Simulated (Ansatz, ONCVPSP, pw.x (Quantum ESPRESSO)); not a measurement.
**Equation-of-state test of one ONCV potential (tin)**

| Item | Value |
| --- | --- |
| Element | Sn (Z = 50) |
| Generator | ONCVPSP 4.0.1.1 (patched build) |
| Type | optimised norm-conserving Vanderbilt (ONCV) |
| Functional | PBE |
| Relativity | scalar-relativistic |
| Frozen core | [Ar] 3d10 |
| Valence charge | 22 |
| Reference configuration | 4s2 4p6 4d10 5s2 5p1.75 (charge +0.25) |
| Partial waves | 4s+5s: rc 1.55 bohr, ncon 4, nbas 7, qcut 6.5 1/bohr, 2 projectors; 4p+5p: rc 1.45 bohr, ncon 4, nbas 8, qcut 10.2 1/bohr, 2 projectors; 4d: rc 1.60 bohr, ncon 5, nbas 9, qcut 9.3 1/bohr, 1 projector |
| Local potential | polynomial inside 1.10 bohr (lpopt 5, dvloc0 0 Ha) |
| Core correction | none |

Crystal test: bcc Sn in pw.x 7.5, no spin, 12³ k-points, Fermi–Dirac smearing 0.01 Ry, cutoffs 95/380 Ry. The reference is all-electron LAPW (Ansatz 0.2.0) with the same functional, mesh and smearing; V0 and B0 come from Birch–Murnaghan fits to the pressures at five volumes. Errors are pseudo minus all-electron; Δ is the rms difference of the E(V) curves that follow from these fits, minima aligned, over ±6 % about the mean V0. Mesh and smearing are coarse, so the numbers serve the comparison and aren't converged zero-temperature values; the lattice is a test structure that the element need not adopt.

All-electron: a0 = 3.809 Å (V0 = 27.63 Å³/atom), B0 = 46.7 GPa.

Task: How far does the potential miss the all-electron equation of state?

Result: mean pressure error (GPa): +0.09; a0 (Å): 3.811; a0 error (%): +0.06; B0 error (%): +0.2; Δ (meV/atom): 0.6.

| V (Å³/atom) | P all-electron (GPa) | P pseudo (GPa) |
| --- | --- | --- |
| 26.399 | 2.38 | 2.50 |
| 27.093 | 0.96 | 1.07 |
| 27.788 | -0.26 | -0.18 |
| 28.483 | -1.32 | -1.23 |
| 29.177 | -2.23 | -2.16 |

Task: At the middle volume, how do free energy and pressure move when the wave cutoff is lowered (ecutrho kept at four times it)?

Result:

```json
{"cutoff (Ry)": "43", "shift of F (meV/atom)": "+51139.4", "shift of P (GPa)": "-1062.49"}
{"cutoff (Ry)": "57", "shift of F (meV/atom)": "+5553.0", "shift of P (GPa)": "-224.29"}
{"cutoff (Ry)": "76", "shift of F (meV/atom)": "+89.9", "shift of P (GPa)": "-6.92"}
```

The run at the middle volume (72 k-points, 11 iterations) took about 26 s on one core of a shared host (AMD EPYC 9R45 96-Core Processor, 96 threads, 376 GiB, load 33).
